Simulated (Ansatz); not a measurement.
# Nickel, bcc under RPBE: ground state and equation of state, part 2 of 2

The plan for nickel in the bcc structure: relax it, solve it on a dense k-mesh, then scale the cell to 7 volumes from 88 to 112 % of the relaxed one and try a fit of the equation of state. The start is ferromagnetic. The k-meshes are 16×16×16 for the relaxation; 26×26×26 for the dense run; 18×18×18 for the volumes.

Ansatz 0.2.0; DFT, RPBE, plane waves (420 eV) with PAW, scalar-relativistic.

### 3 The energy on a finer k-mesh

This is Ni in the bcc structure; at room conditions it is fcc.

Input file input.yaml:

```yaml
crystal:
  lattice:
    - [-1.4141234147, 1.4141234147, 1.4141234147]
    - [1.4141234147, -1.4141234147, 1.4141234147]
    - [1.4141234147, 1.4141234147, -1.4141234147]
  atoms:
    - { symbol: Ni, position: [0.0, 0.0, 0.0], spin: 0.602 }
hamiltonian:
  xc: rpbe
  pseudopotentials:
    kind: paw
    azcp:
      Ni: "pseudopotentials/Ni.paw.azcp"
basis:
  ecutwfc: 420
  fft_grid_basis: typed
kpoints:
  mp_grid: { grid: [26, 26, 26], shift: [0, 0, 0] }
magnetization:
  spin_polarized: true
scf:
  occupations: { method: fermi_dirac, width: 0.05 }
```

What it wrote (excerpt; [...] marks lines left out):

```text
Warning: RAYON_NUM_THREADS=2 ignored (pool sized by the plan → 2); use --threads N
[...]
Pseudopotentials: kind: paw
Pseudopotential: Ni, paw, valence charge 18, recommended cutoff 420 eV (normal), <dir>
Functional definition: RPBE
[...]
Crystal: 1 atoms, lattice volume = 11.312 Å³
Basis set: ecut = 420 eV, 225 PW (Γ)
Bands: 14, of which v1, the nominal top of the filled ones, is band 9 counted from 1 (8 counted from 0)
Symmetry: 48 space group operations
[...]
SCF converged after 9 iterations
Magnetization: 0.5761 μB (9.2881 up, 8.7119 down)
Absolute magnetization: 0.6556 μB (∫|ρ↑−ρ↓|, with the PAW one-centre terms)
Spin contamination: 0.0071 ħ² per cell (⟨S²⟩ above its minimum at these occupations)
Per-site moments (μB) at R_I (Å): [(0.6121960276833192, 1.0103501110036923)]
Free energy (F): -5844.647258 eV
[...]
E sigma→0 (E₀):  -5844.640753 eV
Entropy (-TS):   -0.013010 eV (-13.010 meV/atom)
Fermi energy:    17.333103 eV
[...]
```

It took 6.7 s on 2 threads of Arm Neoverse V2, shared host; peak memory 0.38 GiB.

### 4 Equation of state: 88 %

Input file input.yaml:

```yaml
crystal:
  lattice:
    - [-1.3551318019, 1.3551318019, 1.3551318019]
    - [1.3551318019, -1.3551318019, 1.3551318019]
    - [1.3551318019, 1.3551318019, -1.3551318019]
  atoms:
    - { symbol: Ni, position: [0.0, 0.0, 0.0], spin: 0.612 }
hamiltonian:
  xc: rpbe
  pseudopotentials:
    kind: paw
    azcp:
      Ni: "pseudopotentials/Ni.paw.azcp"
basis:
  ecutwfc: 420
  fft_grid_basis: typed
kpoints:
  mp_grid: { grid: [18, 18, 18], shift: [0, 0, 0] }
magnetization:
  spin_polarized: true
scf:
  occupations: { method: fermi_dirac, width: 0.05 }
  lower_state_search: "off"
output:
  stress: true
```

What it wrote (excerpt; [...] marks lines left out):

```text
Warning: RAYON_NUM_THREADS=2 ignored (pool sized by the plan → 2); use --threads N
[...]
Pseudopotentials: kind: paw
Pseudopotential: Ni, paw, valence charge 18, recommended cutoff 420 eV (normal), <dir>
Functional definition: RPBE
[...]
Crystal: 1 atoms, lattice volume = 9.954 Å³
Basis set: ecut = 420 eV, 201 PW (Γ)
Bands: 14, of which v1, the nominal top of the filled ones, is band 9 counted from 1 (8 counted from 0)
Symmetry: 48 space group operations
[...]
Spin contamination: 0.0048 ħ² per cell (⟨S²⟩ above its minimum at these occupations)
Per-site moments (μB) at R_I (Å): [(0.5521078839351544, 0.9682023168853048)]
Free energy (F): -5844.532187 eV
[...]
E sigma→0 (E₀):  -5844.525533 eV
Entropy (-TS):   -0.013309 eV (-13.309 meV/atom)
Fermi energy:    20.280854 eV
[...]
--- Stress (GPa, compression-positive) ---
       30.480452       0.000000      -0.000000
        0.000000      30.480452       0.000000
        0.000000       0.000000      30.480452
  P = ⅓ Tr σ = 30.4805 GPa (304.805 kbar)
```

It took 5.2 s on 2 threads of Arm Neoverse V2, shared host; peak memory 0.27 GiB.

### 5 Equation of state: 92 %

Changes to input.yaml since step 4:

```diff
@@ -2,5 +2,5 @@
   lattice:
-    - [-1.3551318019, 1.3551318019, 1.3551318019]
-    - [1.3551318019, -1.3551318019, 1.3551318019]
-    - [1.3551318019, 1.3551318019, -1.3551318019]
+    - [-1.375360632, 1.375360632, 1.375360632]
+    - [1.375360632, -1.375360632, 1.375360632]
+    - [1.375360632, 1.375360632, -1.375360632]
   atoms:
```

What it wrote (excerpt; [...] marks lines left out):

```text
Warning: RAYON_NUM_THREADS=2 ignored (pool sized by the plan → 2); use --threads N
[...]
Pseudopotentials: kind: paw
Pseudopotential: Ni, paw, valence charge 18, recommended cutoff 420 eV (normal), <dir>
Functional definition: RPBE
[...]
Crystal: 1 atoms, lattice volume = 10.407 Å³
Basis set: ecut = 420 eV, 201 PW (Γ)
Bands: 14, of which v1, the nominal top of the filled ones, is band 9 counted from 1 (8 counted from 0)
Symmetry: 48 space group operations
[...]
Spin contamination: 0.0056 ħ² per cell (⟨S²⟩ above its minimum at these occupations)
Per-site moments (μB) at R_I (Å): [(0.5862459940502948, 0.982655228508542)]
Free energy (F): -5844.599920 eV
[...]
E sigma→0 (E₀):  -5844.593402 eV
Entropy (-TS):   -0.013036 eV (-13.036 meV/atom)
Fermi energy:    19.214829 eV
[...]
--- Stress (GPa, compression-positive) ---
       17.955028      -0.000000      -0.000000
        0.000000      17.955028       0.000000
       -0.000000       0.000000      17.955028
  P = ⅓ Tr σ = 17.9550 GPa (179.550 kbar)
```

It took 3.7 s on 2 threads of Arm Neoverse V2, shared host; peak memory 0.28 GiB.

### 6 Equation of state: 96 %

Changes to input.yaml since step 5:

```diff
@@ -2,5 +2,5 @@
   lattice:
-    - [-1.375360632, 1.375360632, 1.375360632]
-    - [1.375360632, -1.375360632, 1.375360632]
-    - [1.375360632, 1.375360632, -1.375360632]
+    - [-1.395011296, 1.395011296, 1.395011296]
+    - [1.395011296, -1.395011296, 1.395011296]
+    - [1.395011296, 1.395011296, -1.395011296]
   atoms:
```

What it wrote (excerpt; [...] marks lines left out):

```text
Warning: RAYON_NUM_THREADS=2 ignored (pool sized by the plan → 2); use --threads N
[...]
Pseudopotentials: kind: paw
Pseudopotential: Ni, paw, valence charge 18, recommended cutoff 420 eV (normal), <dir>
Functional definition: RPBE
[...]
Crystal: 1 atoms, lattice volume = 10.859 Å³
Basis set: ecut = 420 eV, 201 PW (Γ)
Bands: 14, of which v1, the nominal top of the filled ones, is band 9 counted from 1 (8 counted from 0)
Symmetry: 48 space group operations
[...]
Spin contamination: 0.0063 ħ² per cell (⟨S²⟩ above its minimum at these occupations)
Per-site moments (μB) at R_I (Å): [(0.6053345316253382, 0.9966950572443589)]
Free energy (F): -5844.636018 eV
[...]
E sigma→0 (E₀):  -5844.629371 eV
Entropy (-TS):   -0.013294 eV (-13.294 meV/atom)
Fermi energy:    18.235462 eV
[...]
--- Stress (GPa, compression-positive) ---
        7.997457      -0.000000       0.000000
       -0.000000       7.997457       0.000000
        0.000000       0.000000       7.997457
  P = ⅓ Tr σ = 7.9975 GPa (79.975 kbar)
```

Run time: 3.4 s. Hardware: 2 threads of Arm Neoverse V2, shared host; peak memory 0.27 GiB.

### 7 Equation of state: 100 %

Changes to input.yaml since step 6:

```diff
@@ -2,5 +2,5 @@
   lattice:
-    - [-1.395011296, 1.395011296, 1.395011296]
-    - [1.395011296, -1.395011296, 1.395011296]
-    - [1.395011296, 1.395011296, -1.395011296]
+    - [-1.4141234147, 1.4141234147, 1.4141234147]
+    - [1.4141234147, -1.4141234147, 1.4141234147]
+    - [1.4141234147, 1.4141234147, -1.4141234147]
   atoms:
```

What it wrote (excerpt; [...] marks lines left out):

```text
Warning: RAYON_NUM_THREADS=2 ignored (pool sized by the plan → 2); use --threads N
[...]
Pseudopotentials: kind: paw
Pseudopotential: Ni, paw, valence charge 18, recommended cutoff 420 eV (normal), <dir>
Functional definition: RPBE
[...]
Crystal: 1 atoms, lattice volume = 11.312 Å³
Basis set: ecut = 420 eV, 225 PW (Γ)
Bands: 14, of which v1, the nominal top of the filled ones, is band 9 counted from 1 (8 counted from 0)
Symmetry: 48 space group operations
[...]
Spin contamination: 0.0069 ħ² per cell (⟨S²⟩ above its minimum at these occupations)
Per-site moments (μB) at R_I (Å): [(0.620909417557053, 1.0103501110036923)]
Free energy (F): -5844.647054 eV
[...]
E sigma→0 (E₀):  -5844.640149 eV
Entropy (-TS):   -0.013810 eV (-13.810 meV/atom)
Fermi energy:    17.334270 eV
[...]
--- Stress (GPa, compression-positive) ---
        0.124235       0.000000       0.000000
       -0.000000       0.124235      -0.000000
       -0.000000       0.000000       0.124235
  P = ⅓ Tr σ = 0.1242 GPa (1.242 kbar)
```

It took 3.2 s on 2 threads of Arm Neoverse V2, shared host; peak memory 0.28 GiB.

### 8 Equation of state: 104 %

Changes to input.yaml since step 7:

```diff
@@ -2,5 +2,5 @@
   lattice:
-    - [-1.4141234147, 1.4141234147, 1.4141234147]
-    - [1.4141234147, -1.4141234147, 1.4141234147]
-    - [1.4141234147, 1.4141234147, -1.4141234147]
+    - [-1.4327324358, 1.4327324358, 1.4327324358]
+    - [1.4327324358, -1.4327324358, 1.4327324358]
+    - [1.4327324358, 1.4327324358, -1.4327324358]
   atoms:
@@ -25 +25,5 @@
   stress: true
+  write_density: true
+  write_potential: true
+  elf: true
+  volumetric_format: npy
```

What it wrote (excerpt; [...] marks lines left out):

```text
Warning: RAYON_NUM_THREADS=2 ignored (pool sized by the plan → 2); use --threads N
[...]
Pseudopotentials: kind: paw
Pseudopotential: Ni, paw, valence charge 18, recommended cutoff 420 eV (normal), <dir>
Functional definition: RPBE
[...]
Crystal: 1 atoms, lattice volume = 11.764 Å³
Basis set: ecut = 420 eV, 225 PW (Γ)
Bands: 14, of which v1, the nominal top of the filled ones, is band 9 counted from 1 (8 counted from 0)
Symmetry: 48 space group operations
[...]
Entropy (-TS):   -0.014436 eV (-14.436 meV/atom)
Fermi energy:    16.502819 eV
[...]
--- Stress (GPa, compression-positive) ---
       -6.088281       0.000000      -0.000000
        0.000000      -6.088281      -0.000000
        0.000000       0.000000      -6.088281
  P = ⅓ Tr σ = -6.0883 GPa (-60.883 kbar)
--- Band table (eV; the first three rows and the last of 390) ---
  k-point 0 ↑: bands = ["-86.9749", "-47.1891", "-47.1891", "-47.1891", "8.0373", "14.3282", "14.3282", "14.3282", "15.6195", "15.6195", "41.9010", "41.9010", "41.9010", "46.1515"]
[...]
```

Run time: 4.8 s. Hardware: 2 threads of Arm Neoverse V2, shared host; peak memory 0.28 GiB.

The maps below are laid out on this run's own conventional cell (a, b, c = 2.865, 2.865, 2.865 Å).

Density in a lattice plane of the grid's cell (edges 2.87 and 2.87 Å, at 0.000 of the third edge), which holds Ni. It is the smooth density of the valence electrons, not physical close to the nuclei.

Ten even steps from ' ' (0.20 e/Å³) to '@' (60.75 e/Å³):
```
##**==::..                              ..::==**
====--..                                  ..--==
::::..                                      ....
                                                
                                                
                                                
                                                
                                                
                                                
                                                
                                                
                                                
                                                
                                                
                                                
                                                
::....                                      ..::
====--..                                  ..--==
##**==::..                              ..::==**
@@%%++--..                              ..--++%%
```
Columns run along the first of these edges and rows up along the second, over one cell in 24 and 20 even steps from the bottom left corner. Atoms in the plane (fractional): Ni at (0.00, 0.00).

Spin density (up less down) in a lattice plane of the grid's cell (edges 2.87 and 2.87 Å, at 0.000 of the third edge), which holds Ni.

Values in e/Å³, 12 rows by 12 columns:
```
 1.51  0.96  0.26  0.03  0.00 -0.01 -0.01 -0.01  0.00  0.03  0.26  0.95
 0.32  0.26  0.11  0.02  0.00 -0.01 -0.01 -0.01  0.00  0.02  0.11  0.26
 0.03  0.03  0.02  0.00  0.00 -0.01 -0.01 -0.01  0.00  0.00  0.02  0.03
 0.00  0.00  0.00  0.00 -0.01 -0.01 -0.01 -0.01 -0.01  0.00  0.00  0.00
-0.01 -0.01 -0.01 -0.01 -0.01 -0.01 -0.01 -0.01 -0.01 -0.01 -0.01 -0.01
-0.01 -0.01 -0.01 -0.01 -0.01 -0.01 -0.01 -0.01 -0.01 -0.01 -0.01 -0.01
-0.01 -0.01 -0.01 -0.01 -0.01 -0.01 -0.01 -0.01 -0.01 -0.01 -0.01 -0.01
 0.00  0.00  0.00  0.00 -0.01 -0.01 -0.01 -0.01 -0.01  0.00  0.00  0.00
 0.03  0.03  0.02  0.00  0.00 -0.01 -0.01 -0.01  0.00  0.00  0.02  0.03
 0.32  0.26  0.11  0.02  0.00 -0.01 -0.01 -0.01  0.00  0.02  0.11  0.26
 1.51  0.95  0.26  0.03  0.00 -0.01 -0.01 -0.01  0.00  0.03  0.26  0.96
 2.68  1.51  0.32  0.03  0.00 -0.01 -0.01 -0.01  0.00  0.03  0.32  1.51
```
Columns run along the first of these edges and rows up along the second, over one cell in 12 and 12 even steps from the bottom left corner. Atoms in the plane (fractional): Ni at (0.00, 0.00).

### 9 Equation of state: 108 %

Changes to input.yaml since step 8:

```diff
@@ -2,5 +2,5 @@
   lattice:
-    - [-1.4327324358, 1.4327324358, 1.4327324358]
-    - [1.4327324358, -1.4327324358, 1.4327324358]
-    - [1.4327324358, 1.4327324358, -1.4327324358]
+    - [-1.4508702149, 1.4508702149, 1.4508702149]
+    - [1.4508702149, -1.4508702149, 1.4508702149]
+    - [1.4508702149, 1.4508702149, -1.4508702149]
   atoms:
@@ -25,5 +25 @@
   stress: true
-  write_density: true
-  write_potential: true
-  elf: true
-  volumetric_format: npy
```

What it wrote (excerpt; [...] marks lines left out):

```text
Warning: RAYON_NUM_THREADS=2 ignored (pool sized by the plan → 2); use --threads N
[...]
Pseudopotentials: kind: paw
Pseudopotential: Ni, paw, valence charge 18, recommended cutoff 420 eV (normal), <dir>
Functional definition: RPBE
[...]
Crystal: 1 atoms, lattice volume = 12.216 Å³
Basis set: ecut = 420 eV, 225 PW (Γ)
Bands: 14, of which v1, the nominal top of the filled ones, is band 9 counted from 1 (8 counted from 0)
Symmetry: 48 space group operations
[...]
Spin contamination: 0.0084 ħ² per cell (⟨S²⟩ above its minimum at these occupations)
Per-site moments (μB) at R_I (Å): [(0.6492229412413189, 1.0366046325505098)]
Free energy (F): -5844.613908 eV
[...]
E sigma→0 (E₀):  -5844.606362 eV
Entropy (-TS):   -0.015090 eV (-15.090 meV/atom)
Fermi energy:    15.733761 eV
[...]
--- Stress (GPa, compression-positive) ---
      -10.983706      -0.000000       0.000000
       -0.000000     -10.983706      -0.000000
        0.000000       0.000000     -10.983706
  P = ⅓ Tr σ = -10.9837 GPa (-109.837 kbar)
```

It took 3.5 s on 2 threads of Arm Neoverse V2, shared host; peak memory 0.28 GiB.

### 10 Equation of state: 112 %

Changes to input.yaml since step 9:

```diff
@@ -2,5 +2,5 @@
   lattice:
-    - [-1.4508702149, 1.4508702149, 1.4508702149]
-    - [1.4508702149, -1.4508702149, 1.4508702149]
-    - [1.4508702149, 1.4508702149, -1.4508702149]
+    - [-1.468565498, 1.468565498, 1.468565498]
+    - [1.468565498, -1.468565498, 1.468565498]
+    - [1.468565498, 1.468565498, -1.468565498]
   atoms:
```

What it wrote (excerpt; [...] marks lines left out):

```text
Warning: RAYON_NUM_THREADS=2 ignored (pool sized by the plan → 2); use --threads N
[...]
Pseudopotentials: kind: paw
Pseudopotential: Ni, paw, valence charge 18, recommended cutoff 420 eV (normal), <dir>
Functional definition: RPBE
[...]
Crystal: 1 atoms, lattice volume = 12.669 Å³
Basis set: ecut = 420 eV, 249 PW (Γ)
Bands: 14, of which v1, the nominal top of the filled ones, is band 9 counted from 1 (8 counted from 0)
Symmetry: 48 space group operations
[...]
Spin contamination: 0.0092 ħ² per cell (⟨S²⟩ above its minimum at these occupations)
Per-site moments (μB) at R_I (Å): [(0.6614988873484289, 1.0492473984212098)]
Free energy (F): -5844.577251 eV
[...]
E sigma→0 (E₀):  -5844.569376 eV
Entropy (-TS):   -0.015750 eV (-15.750 meV/atom)
Fermi energy:    15.020371 eV
[...]
--- Stress (GPa, compression-positive) ---
      -14.827427      -0.000000       0.000000
        0.000000     -14.827427       0.000000
       -0.000000      -0.000000     -14.827427
  P = ⅓ Tr σ = -14.8274 GPa (-148.274 kbar)
```

Wall time 3.4 s (2 threads of Arm Neoverse V2, shared host); peak memory 0.29 GiB.

### 11 Fitting the volumes

The cell was scaled evenly, with its shape and the fractional positions fixed.

| V (Å³/atom) | E − E₀ (meV/atom) | P from the stress (GPa) | P from the fit (GPa) | largest moment (μB) |
| --- | --- | --- | --- | --- |
| 9.954 | 114.6 | 30.48 | 30.67 | 0.55 |
| 10.407 | 46.7 | 17.96 | 17.93 | 0.59 |
| 10.859 | 10.8 | 8.00 | 7.92 | 0.61 |
| 11.312 | 0.0 | 0.12 | 0.03 | 0.62 |
| 11.764 | 9.1 | -6.09 | -6.19 | 0.64 |
| 12.216 | 33.8 | -10.98 | -11.10 | 0.65 |
| 12.669 | 70.8 | -14.83 | -14.96 | 0.66 |

A third-order Birch-Murnaghan fit gives V₀ = 11.313 Å³/atom, B₀ = 175 GPa and B₀′ = 4.9; it misses no point by more than 0.03 meV/atom.

Fit and stress differ a little: one follows E(σ → 0), the other the smeared free energy.

### 12 What came out

This closing draws on all 2 parts.

| quantity | value |
| --- | --- |
| space group (spins left aside) | Im-3m (No. 229) |
| conventional cell | a = 2.828 Å |
| volume | 11.312 Å³/atom |
| shortest distance | 2.449 Å |
| gap on the mesh | none (levels filled in part) |
| magnetic state | ferromagnetic, up to 0.61 μB per atom |
| relative to fcc, ferromagnetic | +96 meV/atom |
| V₀, B₀, B₀′ | 11.313 Å³/atom, 175 GPa, 4.9 |

In words: The relaxation enlarged the cell by 3.4 % in volume. Against the reference form of nickel (fcc, ferromagnetic, computed apart with the same settings) it stands 96 meV/atom higher. It ends ferromagnetic, with up to 0.61 μB per atom. Levels at the Fermi energy are filled in part, as in a metal. The fitted modulus is 175 GPa. The symmetry was held, so the structure may be unstable against distortions that break it.
